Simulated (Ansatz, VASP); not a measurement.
Pt in VASP and in Ansatz

Contents of INCAR:

```
SYSTEM = Pt
PREC     = Accurate       ! precision mode
ENCUT    = 520            ! plane-wave cutoff, eV
EDIFF    = 1E-7           ! SCF threshold, eV
ISMEAR   = -1             ! smearing method
SIGMA    = 0.05           ! smearing width, eV
LREAL    = .FALSE.        ! projectors in reciprocal space
LASPH    = .TRUE.         ! aspherical terms in the spheres
NELM     = 100            ! most SCF steps
ALGO     = Normal         ! electronic algorithm
ISIF     = 2              ! what is computed and relaxed
LWAVE    = .FALSE.        ! write WAVECAR
LCHARG   = .FALSE.        ! write CHGCAR
GGA      = RE             ! functional
NBANDS   = 11             ! bands
```

File KPOINTS:

```
Automatic mesh
0
G
  12 12 12
  0 0 0
```

Contents of POSCAR:

```
Pt
1.0
    0.0000000000      1.9609000000      1.9609000000
    1.9609000000      0.0000000000      1.9609000000
    1.9609000000      1.9609000000      0.0000000000
Pt
1
Direct
    0.0000000000      0.0000000000      0.0000000000
```

input.yaml

```yaml
crystal:
  lattice:
    - [0.0, 1.9609, 1.9609]
    - [1.9609, 0.0, 1.9609]
    - [1.9609, 1.9609, 0.0]
  atoms:
    - { symbol: Pt, position: [0.0, 0.0, 0.0] }
hamiltonian:
  xc: revpbe
  pseudopotentials: { kind: paw }
kpoints:
  mp_grid: { grid: [12, 12, 12] }
  band_path:
    path:
      - [[0.0, 0.0, 0.0], [0.5, 0.0, 0.5], [0.5, 0.25, 0.75], [0.375, 0.375, 0.75], [0.0, 0.0, 0.0], [0.5, 0.5, 0.5], [0.625, 0.25, 0.625], [0.5, 0.25, 0.75], [0.5, 0.5, 0.5], [0.375, 0.375, 0.75]]
      - [[0.625, 0.25, 0.625], [0.5, 0.0, 0.5]]
    npoints: 14
scf:
  occupations: { method: fermi_dirac, width: 0.05 }
  n_extra_bands: 6
output:
  forces: true
  stress: true
  eigenvalues: true
  fatbands: false
```

Alike in both runs: functional revPBE; k mesh 12 × 12 × 12; occupations fermi-dirac, width 0.05 eV; no spin polarisation.

```csv
,VASP,Ansatz
version,VASP 6.6.1,Ansatz 0.2.0
potentials or method,"VASP PAW PBE potentials, release 64 (Pt)",Ansatz PAW
plane-wave cutoff (eV),520,420
valence electrons in the cell,10,18
task,single point,band structure
```

Ansatz gave:

| Item | Value |
| --- | --- |
| gap on the k mesh at the Fermi level (eV) | none |
| pressure (GPa) | 13.3 |

Q: What did VASP give for the same quantities?

A: gap on the k mesh at the Fermi level (eV): none; pressure (GPa): 12.8.

A gap of «none» marks a metal or a gap that the smearing closes. The two sets of potentials don't hold the same shells in valence.

Caveats: the PAW data sets were made with another functional, which shifts forces and pressure a little (VASP); spin-orbit coupling is left out, which moves the levels of the heavy elements (Ansatz); the PAW data sets come from PBE, with cores solved anew for the run's functional, which leaves a small shift of forces and pressure (Ansatz). The runs have no spin-orbit coupling, so splittings on Pt are missing.
